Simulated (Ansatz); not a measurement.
TaC: pressure against volume per atom

Periodic Kohn-Sham DFT of a crystal at fixed atoms; pressure and stress are positive in compression; the energy is the free energy less that of spherical unpolarised free atoms; site moments are those in the method's own spheres, positive along +z. The results are calculated, by Ansatz 0.2.0.

Cell of the first row (space group Fm-3m, No. 225):
```
TaC
1.0
      0.0000     2.1815     2.1815
      2.1815     0.0000     2.1815
      2.1815     2.1815     0.0000
Ta C
1 1
Direct
  0.00000 0.00000 0.00000
  0.50000 0.50000 0.50000
```

Settings of every row: method frozen-core PAW; functional LDA; relativity scalar; k mesh 16x16x16; filling fermi-dirac; smearing width 0.05 eV; wave cutoff 420 eV; paw set soft_2.

Atom start moment: 0 on all atoms.

Limits: PAW files made with PBE; no spin-orbit coupling on heavy atoms.

```csv
row,volume per atom (Å³),pressure (GPa)
1,10.382,13.368
2,10.603,5.015
3,10.824,-2.493
4,10.934,?
5,11.045,-9.241
6,11.155,-12.356
7,11.266,-15.308
8,11.487,-20.762
9,11.708,-25.661
```

Question: what pressure should row 4 give?

Worked fit of pressure. Take u = (V_r/V)^(2/3) − 1 with V_r = 11.1 Å³ an atom, which is twice the finite (Eulerian) strain; such expansions in the strain, on which the Birch-Murnaghan equation of state is built, carry the rest volume and the bulk modulus. The shown rows have u = 0.04559, 0.03101, 0.01693, 0.00332, -0.00329, -0.00985, -0.02259, -0.03493. Least squares give pressure = −10.8162 + 469.282 × u + 1300.81 × u² + 912 × u³ GPa; a parabola predicts inner rows, each left out in turn, worse (root mean square 0.016 against 0.0068 GPa). The rows lie off it by 0.000, 0.001, 0.001, 0.003, -0.010, 0.005, 0.002, -0.001 (root mean square 0.0042 GPa). The pressure vanishes at u = 0.0217, or V = 10.75 Å³ an atom, and there the bulk modulus at fixed shape and fractions is B = −V dP/dV = (2/3)(1 + u) dP/du = 359 GPa. The withheld row has u = 0.0101, so the fit gives −10.8162 + 469.282 × (0.0101) + 1300.81 × (0.0101)² + 912 × (0.0101)³ = -5.943 GPa.

The calculation gave -5.956 GPa. The fit lies 0.013 GPa (0.033 % of the column's range) above it; its largest miss of a shown row is 0.010 GPa.
